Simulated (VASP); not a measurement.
# C (Fd-3m) in VASP: a series of runs

The runs below take C through single point, with LDA.

Everything below comes from runs of VASP 6.6.1. Logs are shortened: lines on timing, memory, paths and dates and some standing lists are left out, and cuts for length are marked.

## 1. The undisturbed crystal

The structure is cubic, space group Fd-3m (No. 227). Conventional cell: a = 3.567 Å, b = 3.567 Å, c = 3.567 Å, α = 90.00°, β = 90.00°, γ = 90.00°. C (site symmetry -43m) has 4 C at 1.54 Å as nearest neighbours.

This isn't the form of C at room conditions, which is graphite.

## 2. Single point, LDA (grid = ENCUT=520 dk=0.45 cell=3x3x2 ISMEAR=0 SIGMA=0.05 LREAL=Auto EDIFF=1e-06)

Input file INCAR:

```
PREC = Accurate
ENCUT = 520
EDIFF = 1E-6
ISMEAR = 0
SIGMA = 0.05
LREAL = Auto
LASPH = T
NELM = 120
ALGO = Fast
ISIF = 2
LWAVE = F
LCHARG = F
GGA = CA
NBANDS = 81
NCORE = 1
KPAR = 2
```

Input file KPOINTS:

```
Automatic mesh
0
Gamma
  3 3 4
```

Input file POSCAR:

```
C
1.0
    0.0000000000      5.3501100000      5.3501100000
    5.3501100000      0.0000000000      5.3501100000
    3.5667400000      3.5667400000      0.0000000000
C
35
Direct
    0.2500000000      0.2500000000      0.8750000000
    0.2500000000      0.5833333333      0.3750000000
    0.2500000000      0.5833333333      0.8750000000
    0.2500000000      0.9166666667      0.3750000000
    0.2500000000      0.9166666667      0.8750000000
    0.5833333333      0.2500000000      0.3750000000
    0.5833333333      0.2500000000      0.8750000000
    0.5833333333      0.5833333333      0.3750000000
    0.5833333333      0.5833333333      0.8750000000
    0.5833333333      0.9166666667      0.3750000000
    0.5833333333      0.9166666667      0.8750000000
    0.9166666667      0.2500000000      0.3750000000
    0.9166666667      0.2500000000      0.8750000000
    0.9166666667      0.5833333333      0.3750000000
    0.9166666667      0.5833333333      0.8750000000
    0.9166666667      0.9166666667      0.3750000000
    0.9166666667      0.9166666667      0.8750000000
    0.1666666667      0.1666666667      0.2500000000
    0.1666666667      0.1666666667      0.7500000000
    0.1666666667      0.5000000000      0.2500000000
    0.1666666667      0.5000000000      0.7500000000
    0.1666666667      0.8333333333      0.2500000000
    0.1666666667      0.8333333333      0.7500000000
    0.5000000000      0.1666666667      0.2500000000
    0.5000000000      0.1666666667      0.7500000000
    0.5000000000      0.5000000000      0.2500000000
    0.5000000000      0.5000000000      0.7500000000
    0.5000000000      0.8333333333      0.2500000000
    0.5000000000      0.8333333333      0.7500000000
    0.8333333333      0.1666666667      0.2500000000
    0.8333333333      0.1666666667      0.7500000000
    0.8333333333      0.5000000000      0.2500000000
    0.8333333333      0.5000000000      0.7500000000
    0.8333333333      0.8333333333      0.2500000000
    0.8333333333      0.8333333333      0.7500000000
```

Potentials or basis: VASP PAW LDA potentials, release 64 (C).

Launch:

```bash
$ cat potpaw_LDA.64/C/POTCAR > POTCAR
$ mpirun -np 4 vasp_std > vasp.out
```

OUTCAR:

```text
PREC = Accurate
   ENCUT = 520
   EDIFF = 1E-6
   ISMEAR = 0
   LREAL = Auto
   LASPH = T
   NELM = 120
   ISIF = 2
   GGA = CA

 Found     14 irreducible k-points:

 Following reciprocal coordinates:
            Coordinates               Weight
  0.000000  0.000000  0.000000      1.000000
  0.333333  0.000000  0.000000      4.000000
  0.333333  0.333333  0.000000      2.000000
 -0.333333  0.333333  0.000000      2.000000
  0.000000  0.000000  0.250000      2.000000
  0.333333  0.000000  0.250000      4.000000
   k-points           NKPTS =     14   k-points in BZ     NKDIM =     14   number of bands    NBANDS=     82
   number of dos      NEDOS =    301   number of ions     NIONS =     35
   total plane-waves  NPLWV = 125440
   dimension x,y,z NGX =    56 NGY =   56 NGZ =   40
   dimension x,y,z NGXF=   112 NGYF=  112 NGZF=   80
   ions per type =              35
   NGX,Y,Z   is equivalent  to a cutoff of  12.30, 12.30, 13.18 a.u.
   NGXF,Y,Z  is equivalent  to a cutoff of  24.61, 24.61, 26.37 a.u.
 SYSTEM =  unknown system
   PREC   = accura    normal or accurate (medium, high low for compatibility)
   ISTART =      0    job   : 0-new  1-cont  2-samecut
   ICHARG =      2    charge: 1-file 2-atom 10-const
   ISPIN  =      1    spin polarized calculation?
   LNONCOLLINEAR =      F non collinear calculations
   LSORBIT =      F    spin-orbit coupling
   LASPH  =      T    aspherical Exc in radial PAW
   ENCUT  =  520.0 eV  38.22 Ry    6.18 a.u.  14.07 14.07  9.38*2*pi/ulx,y,z
   NELM   =    120;   NELMIN=  2; NELMDL= -5     # of ELM steps
   EDIFF  = 0.1E-05   stopping-criterion for ELM
   LREAL  =      T    real-space projection
   EDIFFG = 0.1E-04   stopping-criterion for IOM
   NSW    =      0    number of steps for IOM
   IBRION =     -1    ionic relax: 0-MD 1-quasi-New 2-CG
   NFREE  =      0    steps in history (QN), initial steepest desc. (CG)
   ISIF   =      2    stress and relaxation
   ISYM   =      2    0-nonsym 1-usesym 2-fastsym
   POTIM  = 0.5000    time-step for ionic-motion
   TEBEG  =    0.0;   TEEND  =   0.0 temperature during run
   PSTRESS=    0.0 pullay stress
   NELECT =     140.0000    total number of electrons
   NUPDOWN=      -1.0000    fix difference up-down
   EMIN   =  10.00;   EMAX   =-10.00  energy-range for DOS
   EFERMI =   0.00;   METHOD = LEGACY
   ISMEAR =     0;   SIGMA  =   0.05  broadening in eV -4-tet -1-fermi 0-gaus
   EFERMI_NEDOS =   21; number of points for ismear=-14 and -15
   IALGO  =     68    algorithm
   IMIX   =      4    mixing-type and parameters
     AMIX     =   0.40;   BMIX     =  1.00
     AMIX_MAG =   1.60;   BMIX_MAG =  1.00
  volume/ion in A,a.u.               =       5.83        39.37
  Fermi-wavevector in a.u.,A,eV,Ry     =   1.443583  2.727977 28.353631  2.083933
  Thomas-Fermi vector in A             =   2.561975
   LORBIT       =      0    0 simple, 1 ext, 2 COOP (PROOUT), +10 PAW based schemes
   GGA     = CA    functional components
   LHFCALC =     F    Hartree Fock is set to
   AEXX    =    0.0000 exact exchange contribution
   IVDW    =     0    specifies the selected vdW correction
   LEPSILON=     F    determine dielectric tensor
   LRPA    =     F    only Hartree local field effects (RPA)
 non-spin polarized calculation
 RMM-DIIS sequential band-by-band and
 Gauss-broadening in eV      SIGMA  =   0.05
  energy-cutoff  :      520.00
  volume of cell :      204.19
 maximum number of plane-waves:      5516
   NGX = 29   NGY = 29   NGZ = 19

 number of electron     139.9999997 magnetization

 Free energy of the ion-electron system (eV)
  ---------------------------------------------------
  ext. energy  EPLUGINS =         0.00000000
  ---------------------------------------------------
  free energy    TOTEN  =      -346.91132049 eV

  energy without entropy =     -346.90512479  energy(sigma->0) =     -346.90822264

 E-fermi :  10.3742     XC(G=0): -13.3614

 val. band max:       10.3564926007   @ k =   0.3333   0.3333   0.0000
 cond. band min:      10.3946870390   @ k =   0.3333   0.0000   0.5000
 fundamental gap:      0.0381944383
 Fermi energy:        10.3741581231

 k-point     1 :       0.0000    0.0000    0.0000
  band No.  band energies     occupation
      1     -11.8640      2.00000
      2      -9.0602      2.00000
      3      -8.9821      2.00000
      4      -8.8290      2.00000
      5      -8.6183      2.00000
      6      -7.8493      2.00000
[... 74 lines left out ...]
     81      15.2918      0.00000
     82      15.8567      0.00000

 k-point     2 :       0.3333    0.0000    0.0000
  band No.  band energies     occupation
      1     -11.5446      2.00000
      2     -10.4959      2.00000
      3      -9.1634      2.00000
      4      -8.7993      2.00000
      5      -7.8607      2.00000
      6      -7.1776      2.00000
[... 74 lines left out ...]
     81      16.0547      0.00000
     82      16.4418      0.00000

 k-point     3 :       0.3333    0.3333    0.0000
  band No.  band energies     occupation
      1     -11.4322      2.00000
      2     -10.1599      2.00000
      3      -9.8228      2.00000
      4      -9.4084      2.00000
      5      -7.4252      2.00000
      6      -7.2636      2.00000
[... 74 lines left out ...]
     81      16.6062      0.00000
     82      16.6787      0.00000

 k-point     4 :      -0.3333    0.3333    0.0000
  band No.  band energies     occupation
      1     -11.0546      2.00000
      2     -10.7780      2.00000
      3     -10.3112      2.00000
      4      -8.2713      2.00000
      5      -7.1184      2.00000
      6      -7.0751      2.00000
[... 74 lines left out ...]
     81      15.8657      0.00000
     82      15.9149      0.00000

 k-point     5 :       0.0000    0.0000    0.2500
  band No.  band energies     occupation
      1     -11.4426      2.00000
      2      -9.2714      2.00000
      3      -9.2516      2.00000
      4      -8.7739      2.00000
      5      -8.6120      2.00000
      6      -8.0891      2.00000
[... 74 lines left out ...]
     81      15.9541      0.00000
     82      16.1382      0.00000

 k-point     6 :       0.3333    0.0000    0.2500
  band No.  band energies     occupation
      1     -11.3637      2.00000
      2      -9.8489      2.00000
      3      -9.4717      2.00000
      4      -8.8336      2.00000
      5      -8.1910      2.00000
      6      -7.5898      2.00000
[... 74 lines left out ...]
     81      16.7092      0.00000
     82      16.8803      0.00000

 [... further k-points ...]

------------------------ aborting loop because EDIFF is reached ----------------------------------------

  FORCE on cell =-STRESS in cart. coord.  units (eV):
  Direction    XX          YY          ZZ          XY          YZ          ZX
  --------------------------------------------------------------------------------------
  -------------------------------------------------------------------------------------
  Total      -18.3266591    -18.3266591    -16.3986477     -0.2180340     -0.1768945     -0.1768945
  in kB     -143.8026910   -143.8026910   -128.6742803     -1.7108339     -1.3880272     -1.3880274
  external PRESSURE =    -138.7598874 kB  Pullay stress =       0.0000000 kB

 VOLUME and BASIS-vectors are now :
 -----------------------------------------------------------------------------
  energy-cutoff  :      520.00
  volume of cell :      204.19
      direct lattice vectors                 reciprocal lattice vectors
     0.000000000  5.350110000  5.350110000    -0.093456022  0.093456022  0.093456022
     5.350110000  0.000000000  5.350110000     0.093456022 -0.093456022  0.093456022
     3.566740000  3.566740000  0.000000000     0.140184034  0.140184034 -0.140184034

 POSITION                                       TOTAL-FORCE (eV/Angst)
 -----------------------------------------------------------------------------------
      4.45843      4.45843      2.67505        -0.113821     -0.113821      0.847751
      4.45842      2.67505      4.45842        -1.051347      0.374371     -1.101113
      6.24179      4.45843      4.45842        -0.309911      0.839828     -0.949407
      6.24180      2.67505      6.24180         0.664521      0.277741      0.903351
      8.02517      4.45843      6.24180        -0.277682     -0.700671      0.790369
      2.67505      4.45842      4.45842         0.374371     -1.051347     -1.101113
[... 27 lines left out ...]
      5.35011      5.35011      8.91685        -0.018196     -0.018196      0.650870
      7.13348      7.13348      8.91685         0.021375      0.021375     -0.078606
 -----------------------------------------------------------------------------------
    total drift:                                0.001457      0.001457      0.002137

  FREE ENERGIE OF THE ION-ELECTRON SYSTEM (eV)
  ---------------------------------------------------
  free  energy   TOTEN  =      -346.9113204939 eV

  energy  without entropy=     -346.9051247883  energy(sigma->0) =     -346.90822264
```

Wall time 79 s (4 MPI ranks of Intel Xeon Platinum 8488C (Sapphire Rapids), shared host); peak memory 0.25 GiB.

These settings aren't checked as converged: the numbers below hold their error.

Results:

| Item | Value |
| --- | --- |
| Free energy | -346.9113 eV |
| Pressure | -13.9 GPa |
| Largest force | 3.167 eV/Å |
| Band gap on the k mesh | none (metal or under the smearing width) |

Caveat: the k mesh is coarse (spacing up to 0.38 Å⁻¹), so the values aren't converged.

## 3. Single point, LDA (grid = ENCUT=650 dk=0.35 cell=3x3x3 ISMEAR=0 SIGMA=0.05 LREAL=Auto EDIFF=1e-07)

Input file INCAR:

```
ALGO = Fast
EDIFF = 1E-7
ENCUT = 650
ISIF = 2
ISMEAR = 0
KPAR = 2
LASPH = T
LCHARG = F
LREAL = Auto
LWAVE = F
NBANDS = 126
NCORE = 1
NELM = 120
PREC = Accurate
SIGMA = 0.05
```

Input file KPOINTS:

```
k-points
0
Gamma
  3 3 3
```

Input file POSCAR:

```
C
1.0
    0.0000000000      5.3501100000      5.3501100000
    5.3501100000      0.0000000000      5.3501100000
    5.3501100000      5.3501100000      0.0000000000
C
54
Direct
    0.2500000000      0.2500000000      0.2500000000
    0.2500000000      0.2500000000      0.5833333333
    0.2500000000      0.2500000000      0.9166666667
    0.2500000000      0.5833333333      0.2500000000
    0.2500000000      0.5833333333      0.5833333333
    0.2500000000      0.5833333333      0.9166666667
    0.2500000000      0.9166666667      0.2500000000
    0.2500000000      0.9166666667      0.5833333333
    0.2500000000      0.9166666667      0.9166666667
    0.5833333333      0.2500000000      0.2500000000
    0.5833333333      0.2500000000      0.5833333333
    0.5833333333      0.2500000000      0.9166666667
    0.5833333333      0.5833333333      0.2500000000
    0.5833333333      0.5833333333      0.5833333333
    0.5833333333      0.5833333333      0.9166666667
    0.5833333333      0.9166666667      0.2500000000
    0.5833333333      0.9166666667      0.5833333333
    0.5833333333      0.9166666667      0.9166666667
    0.9166666667      0.2500000000      0.2500000000
    0.9166666667      0.2500000000      0.5833333333
    0.9166666667      0.2500000000      0.9166666667
    0.9166666667      0.5833333333      0.2500000000
    0.9166666667      0.5833333333      0.5833333333
    0.9166666667      0.5833333333      0.9166666667
    0.9166666667      0.9166666667      0.2500000000
    0.9166666667      0.9166666667      0.5833333333
    0.9166666667      0.9166666667      0.9166666667
    0.1666666667      0.1666666667      0.1666666667
    0.1666666667      0.1666666667      0.5000000000
    0.1666666667      0.1666666667      0.8333333333
    0.1666666667      0.5000000000      0.1666666667
    0.1666666667      0.5000000000      0.5000000000
    0.1666666667      0.5000000000      0.8333333333
    0.1666666667      0.8333333333      0.1666666667
    0.1666666667      0.8333333333      0.5000000000
    0.1666666667      0.8333333333      0.8333333333
    0.5000000000      0.1666666667      0.1666666667
    0.5000000000      0.1666666667      0.5000000000
    0.5000000000      0.1666666667      0.8333333333
    0.5000000000      0.5000000000      0.1666666667
    0.5000000000      0.5000000000      0.5000000000
    0.5000000000      0.5000000000      0.8333333333
    0.5000000000      0.8333333333      0.1666666667
    0.5000000000      0.8333333333      0.5000000000
    0.5000000000      0.8333333333      0.8333333333
    0.8333333333      0.1666666667      0.1666666667
    0.8333333333      0.1666666667      0.5000000000
    0.8333333333      0.1666666667      0.8333333333
    0.8333333333      0.5000000000      0.1666666667
    0.8333333333      0.5000000000      0.5000000000
    0.8333333333      0.5000000000      0.8333333333
    0.8333333333      0.8333333333      0.1666666667
    0.8333333333      0.8333333333      0.5000000000
    0.8333333333      0.8333333333      0.8333333333
```

Potentials or basis: VASP PAW LDA potentials, release 64 (C).

Launch:

```bash
$ cat potpaw_LDA.64/C/POTCAR > POTCAR
$ mpirun -np 4 vasp_std > vasp.out
```

It took 2.1 min on 4 MPI ranks of Intel Xeon Platinum 8488C (Sapphire Rapids), shared host; peak memory 0.35 GiB.

It converged, with:

* Free energy: -546.6405 eV
* Pressure: -12.6 GPa
* Band gap on the k mesh: 4.12 eV

Levels at points of the mesh, in eV from the valence-band top:
```
           k point  band 104  band 105  band 106  band 107  band 108  band 109  band 110  band 111  band 112  band 113
(0.00, 0.00, 0.00)     -2.31     -2.31      0.00      0.00      0.00      4.12      4.12      4.12      4.12      4.12
```

Caveat: an odd mesh through Γ misses points on the zone boundary, where band edges often lie.

## 4. Single point, LDA (grid = ENCUT=400 dk=1.6 cell=3x3x3 ISMEAR=0 SIGMA=0.05 LREAL=Auto EDIFF=1e-06)

Input file INCAR:

```
ALGO = Fast
EDIFF = 1E-6
ENCUT = 400
ISIF = 2
ISMEAR = 0
KPAR = 1
LASPH = T
LCHARG = F
LREAL = Auto
LWAVE = F
NBANDS = 126
NCORE = 2
NELM = 120
PREC = Accurate
SIGMA = 0.05
```

Input file KPOINTS:

```
k-points
0
Gamma
  1 1 1
```

POSCAR is that of step 3.

Launch:

```bash
$ cat potpaw_LDA.64/C/POTCAR > POTCAR
$ mpirun -np 4 vasp_std > vasp.out
```

Run time: 19 s. Hardware: 4 MPI ranks of Intel Xeon Platinum 8488C (Sapphire Rapids), shared host; peak memory 0.18 GiB.

The run converged, but some of its settings lie outside the range that counts as converged, so its numbers aren't taken as properties of the crystal.

Results:

| Property | Result |
| --- | --- |
| Free energy | -531.1020 eV |
| Band gap on the k mesh | 4.05 eV |

Caveat: the k mesh is coarse (spacing up to 1.02 Å⁻¹), so the values aren't converged; the cutoff is under 1.25 times the usual one of these potentials, so pressure, stress and relaxed cells hold a basis-set (Pulay) error; an odd mesh through Γ misses points on the zone boundary, where band edges often lie.

## 5. Single point, LDA (grid = ENCUT=400 dk=0.35 cell=3x3x3 ISMEAR=0 SIGMA=0.05 LREAL=Auto EDIFF=1e-06)

Input file INCAR:

```
SYSTEM = C
PREC = Accurate
ENCUT = 400
EDIFF = 1E-6
ISMEAR = 0
SIGMA = 0.05
LREAL = Auto
LASPH = .True.
NELM = 120
ALGO = Fast
ISIF = 2
LWAVE = .False.
LCHARG = .False.
NBANDS = 123
NCORE = 1
KPAR = 2
```

Input file KPOINTS:

```
Automatic mesh
0
Gamma
  3 3 3
  0 0 0
```

Changes to POSCAR since step 4:

```diff
@@ -6,5 +6,4 @@
 C
-54
+53
 Direct
-    0.2500000000      0.2500000000      0.2500000000
     0.2500000000      0.2500000000      0.5833333333
```

Launch:

```bash
$ cat potpaw_LDA.64/C/POTCAR > POTCAR
$ mpirun -np 4 vasp_std > vasp.out
```

Run time: 70 s. Hardware: 4 MPI ranks of Intel Xeon Platinum 8488C (Sapphire Rapids), shared host; peak memory 0.24 GiB.

The run converged, but some of its settings lie outside the range that counts as converged, so its numbers aren't taken as properties of the crystal.

What came out:

```
Free energy            : -529.2619 eV
Largest force          : 3.062 eV/Å
Band gap on the k mesh : none (metal or under the smearing width)
```

Caveat: the cutoff is under 1.25 times the usual one of these potentials, so pressure, stress and relaxed cells hold a basis-set (Pulay) error.

## 6. Single point, LDA (grid = ENCUT=400 dk=0.9 cell=3x3x3 ISMEAR=0 SIGMA=0.05 LREAL=Auto EDIFF=1e-06)

INCAR is that of step 5.

Input file KPOINTS:

```
Automatic mesh
0
Gamma
  2 2 2
  0 0 0
```

POSCAR is that of step 5.

Potentials or basis: VASP PAW LDA potentials, release 64 (C).

Launch:

```bash
$ cat potpaw_LDA.64/C/POTCAR > POTCAR
$ mpirun -np 4 vasp_std > vasp.out
```

Run time: 66 s. Hardware: 4 MPI ranks of Intel Xeon Platinum 8488C (Sapphire Rapids), shared host; peak memory 0.24 GiB.

The run converged, but some of its settings lie outside the range that counts as converged, so its numbers aren't taken as properties of the crystal.

Results:

```
Free energy            : -529.2804 eV
Largest force          : 2.972 eV/Å
Band gap on the k mesh : none (metal or under the smearing width)
```

Caveat: the k mesh is coarse (spacing up to 0.51 Å⁻¹), so the values aren't converged; the cutoff is under 1.25 times the usual one of these potentials, so pressure, stress and relaxed cells hold a basis-set (Pulay) error.

## 7. For comparison

An earlier run on the cell as given: functional PBE; potentials or basis VASP PAW PBE potentials, release 64 (C); cutoff 520 eV; k mesh 13 × 13 × 13; occupations fermi-dirac, width 0.05 eV; no spin polarisation.

- Pressure: 2.5 GPa
- Band gap on the k mesh: 4.14 eV, indirect (least direct gap 5.59 eV)
